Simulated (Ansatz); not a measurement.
# In: pressure up to the limit of the methods

Aim: compress In (simple hexagonal type) step by step, far beyond the usual range, and follow pressure and electronic structure. Methods of the runs shown: PAW.

Method: DFT, PBE, PAW with Ansatz's default frozen-core files, scalar-relativistic, in Ansatz 0.2.0.

**1. The starting structure**

Symmetry: P6/mmm, No. 191, hexagonal system. Conventional cell: a = 3.276 Å, b = 3.276 Å, c = 3.079 Å, α = 90.00°, β = 90.00°, γ = 120.00°. Around In (site symmetry 6/mmm) lie 8 In at 3.08 to 3.28 Å.

As a file:

```cif
data_structure
_symmetry_space_group_name_H-M 'P6/mmm'
_symmetry_Int_Tables_number 191
_cell_length_a 3.2758
_cell_length_b 3.2758
_cell_length_c 3.0792
_cell_angle_alpha 90.000
_cell_angle_beta 90.000
_cell_angle_gamma 120.000
_cell_volume 28.62
loop_
_atom_site_label
_atom_site_type_symbol
_atom_site_symmetry_multiplicity
_atom_site_Wyckoff_symbol
_atom_site_fract_x
_atom_site_fract_y
_atom_site_fract_z
_atom_site_occupancy
In1 In 1 a 0.00000 0.00000 0.00000 1
```

The file gives the conventional cell by its symmetry; the runs use the cell typed in the input.

Whether this phase is the stable one at these pressures isn't tested.

**2. Cell relaxed at zero pressure, PAW**

Contents of input.yaml:

```yaml
crystal:
  lattice:
    - [3.2757804778, 0.0, 0.0]
    - [-1.6378902389, 2.836909111, 0.0]
    - [0.0, 0.0, 3.0792336492]
  atoms:
    - { symbol: In, position: [0.0, 0.0, 0.0] }
kpoints:
  mp_grid: { grid: [15, 15, 14] }
scf:
  occupations: { method: fermi_dirac, width: 0.1 }
hamiltonian:
  xc: pbe
  pseudopotentials: { kind: paw }
output:
  forces: true
  stress: true
relax:
  f_tol: 0.005
  max_steps: 40
  cell: {}
```

Started as:

```bash
$ ansatz run input.yaml --threads 1 --pin off --max-ram 2048MiB --backend cpu --events-out ev --progress --plain --runs-dir out
```

Further steps of the session: Volume scaled by 1, PAW; Shape and atoms relaxed at 0.95 of the volume, PAW; Volume scaled by 0.95, PAW; Shape and atoms relaxed at 0.85 of the volume, PAW; Volume scaled by 0.85, PAW; Shape and atoms relaxed at 0.75 of the volume, PAW; Volume scaled by 0.75, PAW; Shape and atoms relaxed at 0.65 of the volume, PAW; Volume scaled by 0.65, PAW; Shape and atoms relaxed at 0.55 of the volume, PAW; Volume scaled by 0.55, PAW; Shape and atoms relaxed at 0.45 of the volume, PAW; Volume scaled by 0.45, PAW; Shape and atoms relaxed at 0.4 of the volume, PAW; Volume scaled by 0.4, PAW; Volume scaled by 0.4, PAW (partial_waves polarizable).

Before running it: what results should come out? Wanted: PAW pressure at 0.4 of the volume; PAW; fitted bulk modulus at zero pressure.

**Answer**, as computed:

```
                                                     quantity      value
                            PAW pressure at 0.4 of the volume  321.1 GPa
PAW (partial_waves polarizable) pressure at 0.4 of the volume  321.1 GPa
                   fitted bulk modulus at zero pressure (PAW)     35 GPa
                                      its pressure derivative       4.97
```

In words: By PAW the pressure climbs to 321 GPa at 0.4 of the first volume. A third-order Birch-Murnaghan curve fits the range only roughly (B₀ = 35 GPa, B′ = 4.97, misfit at most 1.57 GPa). A fit over so wide a range leans to the high pressures, so B₀ can be off by several per cent. No all-electron run checks these rows here, and frozen cores can fail under such compression. The ions are at rest, and the electrons smeared by 0.1 eV.
